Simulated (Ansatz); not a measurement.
A run of Ansatz 0.2.0 is set up as follows.

File input.yaml:

```yaml
crystal:
  lattice:
    - [0.0, 3.15085, 3.15085]
    - [3.15085, 0.0, 3.15085]
    - [3.15085, 3.15085, 0.0]
  atoms:
    - { symbol: Te, position: [0.5, 0.5, 0.5] }
    - { symbol: Sn, position: [0.0, 0.0, 0.0] }
hamiltonian:
  xc: r2scan
  pseudopotentials: { kind: paw_fr }
magnetization:
  noncollinear: true
  spin_orbit: true
kpoints:
  mp_grid: { grid: [5, 5, 5] }
  band_path:
    path:
      - [[0.0, 0.0, 0.0], [0.5, 0.0, 0.5], [0.5, 0.25, 0.75], [0.375, 0.375, 0.75], [0.0, 0.0, 0.0], [0.5, 0.5, 0.5], [0.625, 0.25, 0.625], [0.5, 0.25, 0.75], [0.5, 0.5, 0.5], [0.375, 0.375, 0.75]]
      - [[0.625, 0.25, 0.625], [0.5, 0.0, 0.5]]
    npoints: 14
scf:
  occupations: { method: fermi_dirac, width: 0.05 }
  n_extra_bands: 6
output:
  forces: true
  stress: true
  eigenvalues: true
  fatbands: true
```

Potentials or basis: Ansatz PAW.

Command:

```sh
$ ansatz run input.yaml --threads 2 --pin off --max-ram 5632MiB --backend cpu --events-out ev --progress --plain --runs-dir out
```

Q: Predict the pressure.

A: 1.5 GPa.

Q: Estimate the band gap along the path.

A: 0.18 eV, indirect (least direct gap 0.21 eV).

Levels at the corners of the path, in eV from the Fermi level:
| point | band 26 | band 27 | band 28 | band 29 | band 30 | band 31 | band 32 | band 33 | band 34 | band 35 |
| --- | --- | --- | --- | --- | --- | --- | --- | --- | --- | --- |
| Γ | -3.02 | -2.19 | -2.19 | -2.19 | -2.19 | 2.90 | 2.90 | 3.73 | 3.73 | 3.73 |
| X | -5.97 | -4.32 | -4.32 | -3.88 | -3.88 | 2.36 | 2.36 | 4.76 | 4.76 | 5.49 |
| W | -5.29 | -5.11 | -5.11 | -1.01 | -1.01 | 0.86 | 0.86 | 4.77 | 4.77 | 4.98 |
| K | -5.56 | -3.63 | -3.63 | -2.86 | -2.86 | 2.91 | 2.91 | 3.40 | 3.40 | 4.45 |
| Γ | -3.02 | -2.19 | -2.19 | -2.19 | -2.19 | 2.90 | 2.90 | 3.73 | 3.73 | 3.73 |
| L | -2.41 | -1.84 | -1.84 | -0.06 | -0.06 | 0.16 | 0.16 | 0.34 | 0.34 | 0.48 |
| U | -5.56 | -3.63 | -3.63 | -2.86 | -2.86 | 2.91 | 2.91 | 3.40 | 3.40 | 4.45 |
| W | -5.29 | -5.11 | -5.11 | -1.01 | -1.01 | 0.86 | 0.86 | 4.77 | 4.77 | 4.98 |
| L | -2.41 | -1.84 | -1.84 | -0.06 | -0.06 | 0.16 | 0.16 | 0.34 | 0.34 | 0.48 |
| K | -5.56 | -3.63 | -3.63 | -2.86 | -2.86 | 2.91 | 2.91 | 3.40 | 3.40 | 4.45 |
| U | -5.56 | -3.63 | -3.63 | -2.86 | -2.86 | 2.91 | 2.91 | 3.40 | 3.40 | 4.45 |
| X | -5.97 | -4.32 | -4.32 | -3.88 | -3.88 | 2.36 | 2.36 | 4.76 | 4.76 | 5.49 |

Caveat: this odd mesh misses L, where the gap lies, so gap, dielectric constants and Born charges aren't listed; the PAW data sets come from PBE, with cores solved anew for the run's functional, which leaves a small shift of forces and pressure.

**Experimental background.**

From a printed reference work, textbook, for a bulk crystal of SnTe at 300 K: band gap 0.18 eV (direct).

A measured gap of SnTe is 0.18 eV (direct; 300 K; a printed reference work, textbook); the calculated 0.18 eV misses it by 0.00 eV. The value is that of r2SCAN, without temperature or zero-point motion.
